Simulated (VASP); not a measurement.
## NaH: single point with r2SCAN

Crystal: NaH.

```xyz
2
Lattice="2.9551 0.0000 0.0000 0.0000 2.9551 0.0000 0.0000 0.0000 2.9551" Properties=species:S:1:pos:R:3 pbc="T T T"
Na    0.0000    0.0000    0.0000
H     1.4776    1.4776    1.4776
```

The cell comes from a database or a generator and needn't be the stable form of this composition.

```json
{
 "Program": "VASP 6.6.1",
 "Task": "single point",
 "Functional": "r2SCAN",
 "Potentials or basis": "VASP PAW PBE potentials, release 64 (Na_pv, H)",
 "Cutoff": "520 eV",
 "k mesh": "10 × 10 × 10",
 "Occupations": "gaussian, width 0.05 eV",
 "Spin": "no spin polarisation"
}
```

```
Pressure               : -0.9 GPa
Band gap on the k mesh : 1.61 eV, indirect (least direct gap 5.10 eV)
```

Levels at points of the mesh, in eV from the valence-band top:
```tsv
k point	band 1	band 2	band 3	band 4	band 5	band 6	band 7	band 8
(0.00, 0.00, 0.00)	-25.48	-25.48	-25.48	-5.96	9.69	11.59	11.59	13.29
(0.50, 0.00, 0.00)	-25.65	-25.47	-25.47	-3.49	1.61	11.94	14.79	15.09
(0.50, 0.50, 0.00)	-25.62	-25.62	-25.45	-1.82	4.81	4.81	7.75	15.66
(0.50, 0.50, 0.50)	-25.59	-25.59	-25.59	0.00	7.28	7.28	7.28	10.10
```

It took 28 s on 1 thread of AMD EPYC 9R45 (Zen 5) (shared host), peak memory 0.11 GiB.

Caveat: the PAW data sets were made with another functional, which shifts forces and pressure a little. r2SCAN opens gaps a little over a GGA but as a rule still falls short of measured ones.
